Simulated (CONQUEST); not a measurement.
HgSe under changes of volume

One of the cells (28.067 Å³/atom); the others are scaled copies at fixed shape and fractional positions:

```
Hg Se
1.0
     4.29780    0.00000    0.00000
     0.00000    4.29780    0.00000
     0.00000    0.00000    6.07800
Hg Se
2 2
Direct
  0.00000 0.00000 0.00000
  0.50000 0.50000 0.50000
  0.00000 0.50000 0.25000
  0.50000 0.00000 0.75000
```

```yaml
Program: CONQUEST 1.3
Functional: PBEsol
Potentials_or_basis: PseudoDojo NC PBEsol, DZP, grid of 48 × 48 × 60 points
k_mesh: 6 × 6 × 5
Occupations: fermi-dirac, width 0.05 eV
Spin: no spin polarisation
```

| volume (Å³/atom) | energy over the lowest point (meV/atom) | pressure (GPa) |
| --- | --- | --- |
| 26.383 | 59.06 | 7.2 |
| 26.944 | 36.96 | 5.4 |
| 27.505 | 20.73 | 3.9 |
| 28.067 | 9.48 | 2.6 |
| 28.628 | 2.68 | 1.3 |
| 29.189 | 0.00 | 0.2 |
| 29.751 | ? | ? |

Task: What does the run at 29.751 Å³/atom give?

Result: Energy over the lowest point 0.81 meV/atom; pressure -0.7 GPa.

Worked out: A Birch-Murnaghan fit of order 3 (a polynomial in V^(-2/3)) to the other rows has its minimum at 29.34 Å³/atom, just outside them, with B0 = V·E''(V) = 51 GPa and B' = 5.4. It gives 0.77 meV/atom at 29.751 Å³/atom, against the run's 0.81, and -dE/dV = -0.7 GPa, against -0.7.

Energies are extrapolated to zero smearing.

Caveats: the basis of atomic orbitals isn't converged, which shifts pressures, moduli and gaps; the real-space grid breaks the cell's symmetry a little (some runs).
